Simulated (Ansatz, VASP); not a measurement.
**One calculation of GaN, two programs**

```
CELL_PARAMETERS angstrom
0.00000 2.10852 2.19286
2.10852 0.00000 2.19286
2.10852 2.10852 0.00000
ATOMIC_POSITIONS crystal
Ga 0.00000 0.00000 0.00000
N 0.50000 0.50000 0.50000
```

Change from the starting cell: uniaxial_z strain +4.0%.

Alike in both runs: task single point; functional PBE; k mesh 10 × 10 × 10; occupations fermi-dirac, width 0.02 eV; no spin polarisation.

|  | VASP | Ansatz |
| --- | --- | --- |
| version | VASP 6.6.1 | Ansatz 0.2.0 |
| potentials or method | VASP PAW PBE potentials, release 64 (Ga_d, N) | plane waves, PAW |
| plane-wave cutoff (eV) | 520 | 420 |
| valence electrons in the cell | 18 | 18 |

|  | VASP | Ansatz | Ansatz less VASP |
| --- | --- | --- | --- |
| pressure (GPa) | 0.6 | -0.1 | -0.74 |
| largest component of the traceless stress (GPa) | 4.03 | 3.94 | -0.088 |
